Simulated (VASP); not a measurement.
# KCl (Fm-3m) in VASP: further runs

Runs on KCl. Level: r2SCAN. Tasks: relaxation of the atoms, single point.

Program: VASP 6.6.1. These are calculated values, not measurements. Logs are shortened: lines on timing, memory, paths and dates and some standing lists are left out, and cuts for length are marked.

**Measured values to compare with.**

A printed reference work, monograph reports, for a bulk crystal of KCl: band gap 8.68 eV.

The results are compared with them further down.

## (1) The cell of the first run

It takes space group Fm-3m (No. 225, cubic). The conventional cell has a = 6.416 Å, b = 6.416 Å, c = 6.416 Å, α = 90.00°, β = 90.00°, γ = 90.00°. Within 4.2 Å of K (site symmetry m-3m) lie 6 Cl at 3.21 Å. Within 4.2 Å of Cl (site symmetry m-3m) lie 6 K at 3.21 Å.

## (2) Relaxation of the atoms, r2SCAN

The input, POSCAR:

```
KCl
1.0
    0.0000000000      3.2081811600      3.2081811600
    3.2081811600      0.0000000000      3.2081811600
    3.2081811600      3.2081811600      0.0000000000
K Cl
1 1
Direct
    0.0000000000      0.0000000000      0.0000000000
    0.5000000000      0.5000000000      0.5000000000
```

The input, INCAR.step1:

```
  ALGO = Normal
  EDIFF = 1E-4
  ENCUT = 520
  GGA = PE
  ISMEAR = -1
  LASPH = T
  LCHARG = F
  LREAL = F
  LWAVE = T
  NELM = 100
  PREC = Accurate
  SIGMA = 0.02
```

The input, INCAR.step2:

```
  ALGO = Normal
  EDIFF = 1E-6
  EDIFFG = -0.01
  ENCUT = 520
  IBRION = 2
  ISIF = 2
  ISMEAR = -1
  ISTART = 1
  LASPH = T
  LCHARG = F
  LMIXTAU = T
  LREAL = F
  LWAVE = F
  METAGGA = R2SCAN
  NELM = 100
  NSW = 50
  PREC = Accurate
  SIGMA = 0.02
```

The input, KPOINTS:

```
k-points
0
Gamma
  8 8 8
```

Potentials or basis: VASP PAW PBE potentials, release 64 (K_sv, Cl).

The run is started by

```sh
> cat potpaw_PBE.64/K_sv/POTCAR potpaw_PBE.64/Cl/POTCAR > POTCAR
> cp INCAR.step1 INCAR
> mpirun -np 1 vasp_std > vasp.out
> cp INCAR.step2 INCAR
> mpirun -np 1 vasp_std > vasp.out
```

OUTCAR:

```text
EDIFF = 1E-6
   EDIFFG = -0.01
   ENCUT = 520
   IBRION = 2
   ISIF = 2
   ISMEAR = -1
   ISTART = 1
   LASPH = T
   LREAL = F
   METAGGA = R2SCAN
   NELM = 100
   NSW = 50
   PREC = Accurate

 ion  position               nearest neighbor table
   1  0.000  0.000  0.000-   2 3.21   2 3.21   2 3.21   2 3.21   2 3.21   2 3.21
   2  0.500  0.500  0.500-   1 3.21   1 3.21   1 3.21   1 3.21   1 3.21   1 3.21

  LATTYP: Found a face centered cubic cell.
 ALAT       =     6.4163623200

  Lattice vectors:

 A1 = (   0.0000000000,   3.2081811600,   3.2081811600)
 A2 = (   3.2081811600,   0.0000000000,   3.2081811600)
 A3 = (   3.2081811600,   3.2081811600,   0.0000000000)

Analysis of symmetry for initial positions (statically):
=====================================================================
 Subroutine PRICEL returns:
 Original cell was already a primitive cell.

 Routine SETGRP: Setting up the symmetry group for a
 face centered cubic supercell.

 Subroutine GETGRP returns: Found 48 space group operations
 (whereof 48 operations were pure point group operations)
 out of a pool of 48 trial point group operations.

The static configuration has the point symmetry O_h .

Analysis of symmetry for dynamics (positions and initial velocities):
=====================================================================
 Subroutine PRICEL returns:
 Original cell was already a primitive cell.

 Routine SETGRP: Setting up the symmetry group for a
 face centered cubic supercell.

 Subroutine GETGRP returns: Found 48 space group operations
 (whereof 48 operations were pure point group operations)
 out of a pool of 48 trial point group operations.

The dynamic configuration has the point symmetry O_h .

 Subroutine INISYM returns: Found 48 space group operations
 (whereof 48 operations are pure point group operations),
 and found     1 'primitive' translations

----------------------------------------------------------------------------------------

                                     Primitive cell

  volume of cell :      66.0399

  direct lattice vectors                    reciprocal lattice vectors
     0.000000000  3.208181160  3.208181160    -0.155851548  0.155851548  0.155851548
     3.208181160  0.000000000  3.208181160     0.155851548 -0.155851548  0.155851548
     3.208181160  3.208181160  0.000000000     0.155851548  0.155851548 -0.155851548

  length of vectors
     4.537053307  4.537053307  4.537053307     0.269942800  0.269942800  0.269942800

  position of ions in fractional coordinates (direct lattice)
     0.000000000  0.000000000  0.000000000
     0.500000000  0.500000000  0.500000000
[... 91 lines left out ...]
   EFERMI =   0.00;   METHOD = LEGACY
   ISMEAR =    -1;   SIGMA  =   0.02  broadening in eV -4-tet -1-fermi 0-gaus
   EFERMI_NEDOS =   21; number of points for ismear=-14 and -15
   IALGO  =     38    algorithm
   IMIX   =      4    mixing-type and parameters
     AMIX     =   0.40;   BMIX     =  1.00
     AMIX_MAG =   1.60;   BMIX_MAG =  1.00
  volume/ion in A,a.u.               =      33.02       222.83
  Fermi-wavevector in a.u.,A,eV,Ry     =   1.020577  1.928612 14.171532  1.041578
  Thomas-Fermi vector in A             =   2.154155
   LORBIT       =      0    0 simple, 1 ext, 2 COOP (PROOUT), +10 PAW based schemes
   METAGGA = R2SCAN    functional components
   LHFCALC =     F    Hartree Fock is set to
   AEXX    =    0.0000 exact exchange contribution
   IVDW    =     0    specifies the selected vdW correction
   LEPSILON=     F    determine dielectric tensor
   LRPA    =     F    only Hartree local field effects (RPA)
 conjugate gradient relaxation of ions
 non-spin polarized calculation
  energy-cutoff  :      520.00
  volume of cell :       66.04
 maximum number of plane-waves:      1812
 NGX is ok and might be reduce to    36
   NGX = 17   NGY = 17   NGZ = 17

 number of electron      15.9999998 magnetization

 Free energy of the ion-electron system (eV)
  ---------------------------------------------------
  ext. energy  EPLUGINS =         0.00000000
  ---------------------------------------------------
  free energy    TOTEN  =       -16.49532281 eV

  energy without entropy =      -16.49532281  energy(sigma->0) =      -16.49532281

 E-fermi :  -2.0453     XC(G=0):  -7.6945

 val. band max:       -2.4830555141   @ k =   0.0000   0.0000   0.0000
 cond. band min:       3.1473762067   @ k =   0.0000   0.0000   0.0000
 fundamental gap:      5.6304317207
 Fermi energy:        -2.0453392761

 k-point     1 :       0.0000    0.0000    0.0000
  band No.  band energies     occupation
      1     -30.9000      2.00000
      2     -15.0900      2.00000
      3     -13.5894      2.00000
      4     -13.5894      2.00000
      5     -13.5894      2.00000
      6      -2.4831      2.00000
      7      -2.4831      2.00000
      8      -2.4831      2.00000
      9       3.1474      0.00000
     10       6.5202      0.00000
     11       6.5202      0.00000
     12       6.5202      0.00000
[... 331 lines left out ...]
 k-point    24 :      -0.3750    0.2500    0.1250
  band No.  band energies     occupation
      1     -30.8913      2.00000
      2     -15.1580      2.00000
      3     -13.6312      2.00000
      4     -13.6145      2.00000
      5     -13.4710      2.00000
      6      -3.2438      2.00000
      7      -2.8483      2.00000
      8      -2.7741      2.00000
      9       5.7795      0.00000
     10       6.2938      0.00000
     11       8.2107      0.00000
     12       8.2700      0.00000

 [... further k-points ...]

------------------------ aborting loop because EDIFF is reached ----------------------------------------

  FORCE on cell =-STRESS in cart. coord.  units (eV):
  Direction    XX          YY          ZZ          XY          YZ          ZX
  --------------------------------------------------------------------------------------
  -------------------------------------------------------------------------------------
  Total       -0.4125572     -0.4125572     -0.4125572     -0.0000000      0.0000000     -0.0000000
  in kB      -10.0089406    -10.0089406    -10.0089406     -0.0000000      0.0000000     -0.0000000
  external PRESSURE =     -10.0089406 kB  Pullay stress =       0.0000000 kB

 VOLUME and BASIS-vectors are now :
 -----------------------------------------------------------------------------
  energy-cutoff  :      520.00
  volume of cell :       66.04
      direct lattice vectors                 reciprocal lattice vectors
     0.000000000  3.208181160  3.208181160    -0.155851548  0.155851548  0.155851548
     3.208181160  0.000000000  3.208181160     0.155851548 -0.155851548  0.155851548
     3.208181160  3.208181160  0.000000000     0.155851548  0.155851548 -0.155851548

 POSITION                                       TOTAL-FORCE (eV/Angst)
 -----------------------------------------------------------------------------------
      0.00000      0.00000      0.00000        -0.000000     -0.000000     -0.000000
      3.20818      3.20818      3.20818         0.000000      0.000000      0.000000
 -----------------------------------------------------------------------------------
    total drift:                                0.000000      0.000000      0.000000

  FREE ENERGIE OF THE ION-ELECTRON SYSTEM (eV)
  ---------------------------------------------------
  free  energy   TOTEN  =       -16.4953228054 eV

  energy  without entropy=      -16.4953228053  energy(sigma->0) =      -16.49532281

 reached required accuracy - stopping structural energy minimisation
```

It took 3.4 min on 1 thread of Intel Xeon 8259CL, shared host; peak memory 0.22 GiB.

Results:

- Free energy: -16.4953 eV
- Pressure after relaxing: -1.0 GPa
- Band gap on the k mesh: 5.63 eV

Final structure:
```
K Cl
1.0
     0.00000    3.20818    3.20818
     3.20818    0.00000    3.20818
     3.20818    3.20818    0.00000
K Cl
1 1
Direct
  0.00000 0.00000 0.00000
  0.50000 0.50000 0.50000
```

Caveat: the relaxation stopped at its first step, so nothing moved; the PAW data sets were made with another functional, which shifts forces and pressure a little. r2SCAN opens gaps a little over a GGA but as a rule still falls short of measured ones.

## (3) Single point, r2SCAN

This run uses another cell than the first one, of 29.28 Å³/atom.

The input, POSCAR:

```
KCl
1.0
    0.0000000000      3.0822383000      3.0822383000
    3.0822383000      0.0000000000      3.0822383000
    3.0822383000      3.0822383000      0.0000000000
K Cl
1 1
Direct
    0.0000000000      0.0000000000      0.0000000000
    0.5000000000      0.5000000000      0.5000000000
```

The input, INCAR.step1:

```
SYSTEM = KCl
  ALGO = Normal
  EDIFF = 1E-4
  ENCUT = 520
  GGA = PE
  ISMEAR = -1
  LASPH = .TRUE.
  LCHARG = .FALSE.
  LREAL = .FALSE.
  LWAVE = .TRUE.
  NBANDS = 15
  NELM = 80
  PREC = Accurate
  SIGMA = 0.02
```

The input, INCAR.step2:

```
SYSTEM = KCl
  ALGO = Normal
  EDIFF = 1E-7
  ENCUT = 520
  ISIF = 2
  ISMEAR = -1
  ISTART = 1
  LASPH = .TRUE.
  LCHARG = .FALSE.
  LMIXTAU = .TRUE.
  LREAL = .FALSE.
  LWAVE = .FALSE.
  METAGGA = R2SCAN
  NBANDS = 15
  NELM = 80
  PREC = Accurate
  SIGMA = 0.02
```

The input, KPOINTS:

```
k-points
0
G
  8 8 8
  0 0 0
```

Potentials or basis: VASP PAW PBE potentials, release 64 (K_sv, Cl).

The run is started by

```sh
> cat potpaw_PBE.64/K_sv/POTCAR potpaw_PBE.64/Cl/POTCAR > POTCAR
> cp INCAR.step1 INCAR
> mpirun -np 1 vasp_std > vasp.out
> cp INCAR.step2 INCAR
> mpirun -np 1 vasp_std > vasp.out
```

It took 65 s on 1 thread of AMD EPYC 9R45 (Zen 5), shared host; peak memory 0.16 GiB.

Results (log left out):

```
Free energy            : -16.4903 eV
Pressure               : 1.4 GPa
Band gap on the k mesh : 6.06 eV
```

Levels at points of the mesh, in eV from the valence-band top:
| k point | band 5 | band 6 | band 7 | band 8 | band 9 | band 10 | band 11 | band 12 |
| --- | --- | --- | --- | --- | --- | --- | --- | --- |
| (0.00, 0.00, 0.00) | -10.82 | 0.00 | 0.00 | 0.00 | 6.06 | 9.05 | 9.05 | 9.05 |
| (0.50, 0.00, 0.00) | -10.55 | -1.16 | -0.37 | -0.37 | 8.31 | 9.49 | 11.52 | 11.52 |
| (0.50, 0.50, 0.00) | -10.88 | -0.71 | -0.24 | -0.24 | 6.97 | 9.51 | 11.08 | 11.22 |

Caveat: the PAW data sets were made with another functional, which shifts forces and pressure a little. r2SCAN opens gaps a little over a GGA but as a rule still falls short of measured ones.

## (4) Single point, r2SCAN

This run uses another cell than the first one, of 29.90 Å³/atom.

The input, POSCAR:

```
KCl
1.0
    0.0000000000      3.1039449200      3.1039449200
    3.1039449200      0.0000000000      3.1039449200
    3.1039449200      3.1039449200      0.0000000000
K Cl
1 1
Direct
    0.0000000000      0.0000000000      0.0000000000
    0.5000000000      0.5000000000      0.5000000000
```

The input, INCAR.step1:

```
PREC     = Accurate       # precision mode
ENCUT    = 520            # plane-wave cutoff, eV
ISMEAR   = -1             # smearing method
SIGMA    = 0.02           # smearing width, eV
LREAL    = F              # projectors in reciprocal space
LASPH    = T              # aspherical terms in the spheres
NELM     = 60             # most SCF steps
NBANDS   = 15             # bands
GGA      = PE             # functional
ALGO     = Normal         # electronic algorithm
EDIFF    = 1E-4           # SCF threshold, eV
LWAVE    = T              # write WAVECAR
LCHARG   = F              # write CHGCAR
```

The input, INCAR.step2:

```
PREC     = Accurate       # precision mode
ENCUT    = 520            # plane-wave cutoff, eV
EDIFF    = 1E-6           # SCF threshold, eV
ISMEAR   = -1             # smearing method
SIGMA    = 0.02           # smearing width, eV
LREAL    = F              # projectors in reciprocal space
LASPH    = T              # aspherical terms in the spheres
NELM     = 60             # most SCF steps
ALGO     = Normal         # electronic algorithm
ISIF     = 2              # what is computed and relaxed
LWAVE    = F              # write WAVECAR
LCHARG   = F              # write CHGCAR
METAGGA  = R2SCAN         # meta-GGA
LMIXTAU  = T            
NBANDS   = 15             # bands
ISTART   = 1
```

The input, KPOINTS:

```
Automatic mesh
0
Gamma
  8 8 8
```

The run is started by

```sh
> cat potpaw_PBE.64/K_sv/POTCAR potpaw_PBE.64/Cl/POTCAR > POTCAR
> cp INCAR.step1 INCAR
> mpirun -np 1 vasp_std > vasp.out
> cp INCAR.step2 INCAR
> mpirun -np 1 vasp_std > vasp.out
```

Run time: 91 s. Hardware: 1 thread of AMD EPYC 9R45 (Zen 5), shared host; peak memory 0.19 GiB.

The run converged. Its results:

```yaml
Free_energy: -16.4994 eV
Pressure: 0.9 GPa
Band_gap_on_the_k_mesh: 5.98 eV
```

Levels at points of the mesh, in eV from the valence-band top:
```tsv
k point	band 6	band 7	band 8	band 9	band 10	band 11
(0.00, 0.00, 0.00)	0.00	0.00	0.00	5.98	9.05	9.05
(0.50, 0.00, 0.00)	-1.12	-0.35	-0.35	8.25	9.40	11.45
(0.50, 0.50, 0.00)	-0.70	-0.23	-0.23	6.99	9.41	10.95
```

Caveat: the PAW data sets were made with another functional, which shifts forces and pressure a little.

## (5) Single point, r2SCAN

This run uses another cell than the first one, of 30.53 Å³/atom.

The input, POSCAR:

```
KCl
1.0
    0.0000000000      3.1253521200      3.1253521200
    3.1253521200      0.0000000000      3.1253521200
    3.1253521200      3.1253521200      0.0000000000
K Cl
1 1
Direct
    0.0000000000      0.0000000000      0.0000000000
    0.5000000000      0.5000000000      0.5000000000
```

The input, INCAR.step1:

```
  PREC = Accurate
  ENCUT = 520
  ISMEAR = -1
  SIGMA = 0.02
  LREAL = F
  LASPH = T
  NELM = 80
  NBANDS = 15
  GGA = PE
  ALGO = Normal
  EDIFF = 1E-4
  LWAVE = T
  LCHARG = F
```

The input, INCAR.step2:

```
  PREC = Accurate
  ENCUT = 520
  EDIFF = 1E-6
  ISMEAR = -1
  SIGMA = 0.02
  LREAL = F
  LASPH = T
  NELM = 80
  ALGO = Normal
  ISIF = 2
  LWAVE = F
  LCHARG = T
  METAGGA = R2SCAN
  LMIXTAU = T
  LELF = T
  LVHAR = T
  NBANDS = 15
  ISTART = 1
```

KPOINTS is that of step 4.

The run is started by

```sh
> cat potpaw_PBE.64/K_sv/POTCAR potpaw_PBE.64/Cl/POTCAR > POTCAR
> cp INCAR.step1 INCAR
> mpirun -np 1 vasp_std > vasp.out
> cp INCAR.step2 INCAR
> mpirun -np 1 vasp_std > vasp.out
```

It took 1.8 min on 1 thread of AMD EPYC 9R45 (Zen 5), shared host; peak memory 0.19 GiB.

The run converged. Its results:

```
Free energy            : -16.5046 eV
Pressure               : 0.4 GPa
Band gap on the k mesh : 5.90 eV
```

Levels at points of the mesh, in eV from the valence-band top:
```
           k point  band 4  band 5  band 6  band 7  band 8  band 9  band 10  band 11  band 12  band 13
(0.00, 0.00, 0.00)  -10.91  -10.91    0.00    0.00    0.00    5.90     9.04     9.04     9.04    10.10
(0.50, 0.00, 0.00)  -10.92  -10.68   -1.08   -0.34   -0.34    8.19     9.32    11.39    11.39    12.25
(0.50, 0.50, 0.00)  -10.97  -10.97   -0.68   -0.23   -0.23    7.01     9.31    10.82    11.15    11.64
```

Caveat: the PAW data sets were made with another functional, which shifts forces and pressure a little.

## (6) Summary

| task | cell | gap on the mesh (eV) | pressure (GPa) |
| --- | --- | --- | --- |
| relaxation of the atoms | atoms relaxed from a = 4.537 Å, angles 60.0°, 2 atoms | 5.63 | -1.0 |
| single point | a = 4.359 Å, angles 60.0°, 2 atoms | 6.06 | 1.4 |
| single point | a = 4.390 Å, angles 60.0°, 2 atoms | 5.98 | 0.9 |
| single point | a = 4.420 Å, angles 60.0°, 2 atoms | 5.90 | 0.4 |

Alike in all rows: level r2SCAN; potentials or basis VASP PAW PBE potentials, release 64 (K_sv, Cl); no spin polarisation; k mesh 8 × 8 × 8; cutoff (eV) 520; smearing fermi-dirac 0.02 eV.

Caveats: the PAW data sets were made with another functional, which shifts forces and pressure a little; the relaxation stopped at its first step, so nothing moved (at least some runs).

Total energies depend on the potentials used, so only differences within one code and one set of settings carry meaning.

## (7) How close it comes

Step 4. Measured gap of KCl: 8.68 eV (a printed reference work, monograph). This calculation gives 5.98 eV (-2.70 eV). The value is that of r2SCAN on a finite k mesh, which can miss the band edges, without temperature or zero-point motion.

Step 5. Against the measured gap of KCl, 8.68 eV (a printed reference work, monograph), the calculated 5.90 eV is off by -2.78 eV. The value is that of r2SCAN on a finite k mesh, which can miss the band edges, without temperature or zero-point motion.
